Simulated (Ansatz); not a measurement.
## Magnetic states of iron, dhcp

All numbers below come from DFT, PBE, plane waves (420 eV) with PAW, scalar-relativistic (Ansatz 0.2.0).

Each start was relaxed and then solved on a dense mesh, with Fermi-Dirac smearing of 0.05 eV (0.1 eV in a metal without spin) extrapolated to zero. Rows within 2 meV/atom of each other tie.

Question: Where does each start end, and how do the energies compare? Starts: ferromagnetic; non-magnetic; antiferromagnetic (alternate layers).

Answer: 
```json
{"start": "antiferromagnetic (alternate layers)", "ends": "ferrimagnetic, largest moment 1.11 μB in the atomic sphere", "ΔE (meV/atom)": "0.0", "V (Å³/atom)": "10.36"}
{"start": "non-magnetic", "ends": "spin not included", "ΔE (meV/atom)": "15.5", "V (Å³/atom)": "10.26"}
{"start": "ferromagnetic", "ends": "ferromagnetic, net 2.56 μB per atom", "ΔE (meV/atom)": "60.7", "V (Å³/atom)": "11.98"}
```
